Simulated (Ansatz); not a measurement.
Runs of Ansatz 0.2.0 on I. Symmetry: Cmce, No. 64, orthorhombic system. Conventional cell: a = 7.270 Å, b = 4.790 Å, c = 9.793 Å, α = 90.00°, β = 90.00°, γ = 90.00°. I (site symmetry m) has 1 I at 2.68 Å as nearest neighbours. 

| task | potentials or basis | k mesh | cutoff (eV) | smearing | basis error allowed | gap on the mesh (eV) | pressure (GPa) | largest force (eV/Å) |
| --- | --- | --- | --- | --- | --- | --- | --- | --- |
| single point | all-electron LAPW, scalar-relativistic | 4 × 4 × 2 | 253 | fermi-dirac 0.03 eV | 0.002 eV/atom | 1.26 | 0.1 | 0.75 |
| dielectric tensor | all-electron PAW datasets made for the crystal | 7 × 7 × 3 | 160 | fixed | - | 1.29 | - | - |
| phonons | all-electron LAPW, scalar-relativistic | 7 × 7 × 3 | 275 | fermi-dirac 0.05 eV | 0.002 eV/atom | 1.29 | - | 0.76 |
| band structure | all-electron LAPW, non-relativistic | 7 × 7 × 3 | 252 | fermi-dirac 0.05 eV | 0.002 eV/atom | (a) | 0.6 | (b) |
| band structure | all-electron LAPW, inner shells corrected to Dirac's equation | 7 × 7 × 3 | 253 | fermi-dirac 0.05 eV | 0.002 eV/atom | 1.29 | 0.1 | 0.76 |
| band structure | all-electron PAW datasets made for the crystal | 7 × 7 × 3 | 140 | fermi-dirac 0.05 eV | - | 1.29 | 0.1 | 0.76 |
| band structure | all-electron LAPW, scalar-relativistic | 7 × 7 × 3 | 253 | fermi-dirac 0.05 eV | 0.002 eV/atom | 1.29 | 0.1 | 0.76 |

Alike in all rows: level PBEsol; no spin polarisation; cell as given.

Q: Fill in the values left out.

A: (a) 1.45; (b) 0.73.

Caveats: spin-orbit coupling is left out, which moves the levels of the heavy elements; an odd mesh through Γ misses points on the zone boundary, where band edges often lie (some runs); some modes are imaginary (some runs); relativity is left out, which matters for the heavier elements (some runs).

A k mesh can miss the band edges, and the runs leave out spin-orbit coupling on I.

The runs don't all hold the same shells in valence.
